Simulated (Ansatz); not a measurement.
Crystal: LiH.

```
Li H
1.0
     0.00000    2.03675    2.03675
     2.03675    0.00000    2.03675
     2.03675    2.03675    0.00000
Li H
1 1
Direct
  0.00000 0.00000 0.00000
  0.50000 0.50000 0.50000
```

| Property | Result |
| --- | --- |
| Program | Ansatz 0.2.0 |
| Task | relaxation of cell and atoms |
| Functional | PBEsol |
| Potentials or basis | all-electron LAPW, scalar-relativistic |
| Basis error allowed | 0.001 eV/atom |
| k mesh | 11 × 11 × 11 |
| Occupations | fermi-dirac, width 0.05 eV |
| Spin | no spin polarisation |

At the start: volume 8.45 Å³/atom.

Q: Where does the relaxation end?

A: Over 5 steps the energy falls by 4.4 meV/atom and the volume is 7.87 Å³/atom (-6.8 %); space group Fm-3m (No. 225, to 0.05 Å).

The path:
```
step  energy change (eV)  largest force (eV/Å)  volume (Å³)
   1              0.0000                0.0000        16.90
   2             -0.0082                0.0000        16.03
   3             -0.0088                0.0000        15.72
   4             -0.0088                0.0000        15.75
   5             -0.0088                0.0000        15.75
```

Final structure:
```
Li H
1.0
     0.00000    1.98940    1.98940
     1.98940    0.00000    1.98940
     1.98940    1.98940    0.00000
Li H
1 1
Direct
  0.00000 0.00000 0.00000
  0.50000 0.50000 0.50000
```
